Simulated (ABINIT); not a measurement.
# Al (Fm-3m) in ABINIT: notebook, part 2 of 2

ABINIT 10.8.3 (patched build). Earlier steps stand in the parts before.

**3. Band structure, WC**

run.abi reads:

```
ndtset 2

pp_dirpath "./"
pseudos "Al.GGA_PBE-JTH.xml"

acell 2.8635066922 2.8635066922 2.8635066922 Angstrom
rprim
     0.0000000000     0.7071067812     0.7071067812
     0.7071067812     0.0000000000     0.7071067812
     0.7071067812     0.7071067812     0.0000000000
ntypat 1
znucl 13
natom 1
typat 1
xred
     0.0000000000     0.0000000000     0.0000000000

ecut 20.0
pawecutdg 40.0

ixc 23

occopt 7
tsmear 0.01 eV

nstep 100

iomode 3
prtwf 0
prteig 0
prtebands 0
prtden1 1

kptopt1 1
ngkpt1 11 11 11
nshiftk1 1
shiftk1 0.0 0.0 0.0
nband1 6
tolvrs1 1.0e-9

iscf2 -2
getden2 1
nband2 10
nbdbuf2 2
tolwfr2 1.0e-12
kptopt2 -9
ndivsm2 6
prteig2 1
prtvol2 -3
kptbounds2
     0.0000000000     0.0000000000     0.0000000000
     0.5000000000     0.0000000000     0.5000000000
     0.5000000000     0.2500000000     0.7500000000
     0.3750000000     0.3750000000     0.7500000000
     0.0000000000     0.0000000000     0.0000000000
     0.5000000000     0.5000000000     0.5000000000
     0.6250000000     0.2500000000     0.6250000000
     0.5000000000     0.2500000000     0.7500000000
     0.5000000000     0.5000000000     0.5000000000
     0.3750000000     0.3750000000     0.7500000000
```

Potentials or basis: JTH PAW PBE v2.0.

Started as:

```
abinit run.abi > log 2>&1
```

run.abo:

```text
.Version 10.8.3 of ABINIT
 DATASET    1 : space group Fm -3 m (#225); Bravais cF (face-center cubic)
================================================================================
 Values of the parameters that define the memory need for DATASET  1.
     intxc =       0    ionmov =       0      iscf =      17    lmnmax =       8
     lnmax =       4     mgfft =      24  mpssoang =       2    mqgrid =    3001
     natom =       1  nloc_mem =       2    nspden =       1   nspinor =       1
    nsppol =       1      nsym =      48    n1xccc =       1    ntypat =       1
    occopt =       7   xclevel =       2
       mpw =         495          nfft =       13824          nkpt =          56
 PAW method is used; the additional fine FFT grid is defined by:
   mgfftf=        32    nfftf =     32768
================================================================================
================================================================================

 DATASET    2 : space group Fm -3 m (#225); Bravais cF (face-center cubic)
[... 1159 lines left out ...]
   0.22525    0.23428    0.36513    0.57778    0.64240    0.96199    1.03398    1.11945
   1.14216    1.28732
 kpt# 102, nband= 10, wtk=  1.00000, kpt=  0.3875  0.3875  0.7250 (reduced coord)
   0.24313    0.25193    0.32716    0.56744    0.63062    0.92738    1.07847    1.13332
   1.14545    1.32006
 kpt# 103, nband= 10, wtk=  1.00000, kpt=  0.3750  0.3750  0.7500 (reduced coord)
   0.25106    0.27053    0.30478    0.55924    0.62099    0.89335    1.11688    1.13296
   1.16661    1.34356

== END DATASET(S) ==============================================================
================================================================================

 -outvars: echo values of variables after computation  --------
            acell      5.4112434080E+00  5.4112434080E+00  5.4112434080E+00 Bohr
           etotal1    -2.1027804107E+00
            fcart1    -0.0000000000E+00 -0.0000000000E+00 -0.0000000000E+00
            rprim      0.0000000000E+00  7.0710678120E-01  7.0710678120E-01
                       7.0710678120E-01  0.0000000000E+00  7.0710678120E-01
                       7.0710678120E-01  7.0710678120E-01  0.0000000000E+00
           strten1     5.2089600088E-05  5.2089600088E-05  5.2089600088E-05
                       0.0000000000E+00  0.0000000000E+00  0.0000000000E+00
 Calculation completed.
```

Wall time 6.9 s (1 thread of INTEL XEON PLATINUM 8581C at 2.30GHz (Emerald Rapids), shared host); peak memory 0.11 GiB.

Results:

| Quantity | Value |
| --- | --- |
| Free energy | -57.2196 eV |
| Pressure | -1.5 GPa |
| Band gap on the k mesh | none (metal or under the smearing width) |
| Valence electrons inside the program's atomic spheres | Al 0.74 (radii [1.0074] Å) |

Levels at the corners of the path, in eV from the Fermi level:
| point | band 1 | band 2 | band 3 | band 4 | band 5 | band 6 | band 7 |
| --- | --- | --- | --- | --- | --- | --- | --- |
| Γ | -11.12 | 12.60 | 12.60 | 12.60 | 13.92 | 13.92 | 13.92 |
| X | -2.94 | -1.62 | 5.28 | 5.51 | 5.51 | 8.97 | 25.26 |
| W | -0.86 | -0.86 | 0.17 | 1.02 | 15.75 | 15.75 | 16.21 |
| K | -1.90 | -1.37 | -0.44 | 6.48 | 8.16 | 15.58 | 21.66 |
| Γ | -11.12 | 12.60 | 12.60 | 12.60 | 13.92 | 13.92 | 13.92 |
| L | -4.60 | -4.40 | 11.26 | 11.26 | 11.44 | 11.44 | 15.09 |
| U | -1.90 | -1.37 | -0.44 | 6.48 | 8.16 | 15.58 | 21.66 |
| W | -0.86 | -0.86 | 0.17 | 1.02 | 15.75 | 15.75 | 16.21 |
| L | -4.60 | -4.40 | 11.26 | 11.26 | 11.44 | 11.44 | 15.09 |
| K | -1.90 | -1.37 | -0.44 | 6.48 | 8.16 | 15.58 | 21.66 |

Caveat: the PAW data sets were made with another functional, which shifts forces and pressure a little.

**4. Band structure, BLYP**

run.abi: that of step 3 with these lines changed.

```diff
@@ -1,6 +1,9 @@
+# Datasets: ground state, then fixed potential
 ndtset 2
 
+# Pseudopotentials
 pp_dirpath "./"
-pseudos "Al.GGA_PBE-JTH.xml"
+pseudos "Al.upf"
 
+# Structure
 acell 2.8635066922 2.8635066922 2.8635066922 Angstrom
@@ -17,12 +20,16 @@
 
+# Plane-wave basis
 ecut 20.0
-pawecutdg 40.0
 
-ixc 23
+# Exchange and correlation
+ixc -106131
 
-occopt 7
-tsmear 0.01 eV
+# Bands and occupations
+occopt 3
+tsmear 0.05 eV
 
+# SCF cycle
 nstep 100
 
+# Output
 iomode 3
@@ -33,2 +40,3 @@
 
+# Dataset 1
 kptopt1 1
@@ -38,4 +46,5 @@
 nband1 6
-tolvrs1 1.0e-9
+tolvrs1 1.0e-10
 
+# Dataset 2: bands along G-X-W-K-G-L-U-W-L-K
 iscf2 -2
@@ -46,3 +55,3 @@
 kptopt2 -9
-ndivsm2 6
+ndivsm2 8
 prteig2 1
```

Potentials or basis: PseudoDojo NC SR PBE v0.4.1 standard.

Started as:

```
abinit run.abi > log 2>&1
```

Run time: 9.9 s. Hardware: 1 thread of Arm Neoverse V2, shared host; peak memory 0.08 GiB.

The run converged. Its results:

```
Free energy                                           : -61.5935 eV
Pressure                                              : 4.3 GPa
Band gap on the k mesh                                : none (metal or under the smearing width)
Valence electrons inside the program's atomic spheres : Al 0.88 (radii [1.0584] Å)
```

Levels at the corners of the path, in eV from the Fermi level:
```csv
point,band 1,band 2,band 3,band 4,band 5
Γ,-11.10,12.49,12.49,12.49,13.89
X,-2.95,-1.58,5.21,5.50,5.50
W,-0.88,-0.88,0.29,0.95,15.67
K,-1.92,-1.34,-0.44,6.47,8.14
Γ,-11.10,12.49,12.49,12.49,13.89
L,-4.54,-4.44,11.19,11.19,11.42
U,-1.92,-1.34,-0.44,6.47,8.14
W,-0.88,-0.88,0.29,0.95,15.67
L,-4.54,-4.44,11.19,11.19,11.42
K,-1.92,-1.34,-0.44,6.47,8.14
```

Caveat: the potentials were made for another functional, which shifts forces and pressure.

**5. For comparison**

An earlier run on the cell as given: functional PBE; potentials or basis JTH PAW PBE v2.0; cutoff 544 eV; k mesh 11 × 11 × 11; occupations fermi-dirac, width 0.05 eV; no spin polarisation.

- Pressure: -0.6 GPa
- Band gap on the k mesh: none (metal or under the smearing width)
- Valence electrons inside the program's atomic spheres: Al 0.73 (radii [1.0074] Å)

**6. Summary**

| task | level | potentials or basis | cutoff (eV) | smearing | fine-grid cutoff | gap on the mesh (eV) | pressure (GPa) |
| --- | --- | --- | --- | --- | --- | --- | --- |
| equation of state | PBE+D3(BJ) | JTH PAW PBE v2.0 | 707 | cold (ABINIT) 0.1 eV | 1306.15 eV | - | - |
| band structure | WC | JTH PAW PBE v2.0 | 544 | gaussian 0.01 eV | 1088.46 eV | none | -1.5 |
| band structure | BLYP | PseudoDojo NC SR PBE v0.4.1 standard | 544 | fermi-dirac 0.05 eV | - | none | 4.3 |
| single point | PBE | JTH PAW PBE v2.0 | 544 | fermi-dirac 0.05 eV | 1088.46 eV | none | -0.6 |

Alike in all rows: no spin polarisation; cell as given; k mesh 11 × 11 × 11.

Caveats: pressures at fixed basis lie under the slope of the energies (some runs); the PAW data sets were made with another functional, which shifts forces and pressure a little (some runs); the potentials were made for another functional, which shifts forces and pressure (some runs).

Total energies depend on the potentials used, so only differences within one code and one set of settings carry meaning.

**7. How close it comes**

Step 2. Against the measured bulk modulus of Al, 76.9 GPa (quoted in “The interpretation of polycrystalline coherent inelastic neutron scattering from aluminium”, 2013, pmc:3831299), the calculated 88 GPa is off by +14.6 %. The fit is for a static lattice scaled at fixed shape and fixed fractional positions. The cell as given is a measured one (16.60 Å³/atom); PBE+D3(BJ) puts the equilibrium volume -4.8 % from it, thermal expansion not counted.
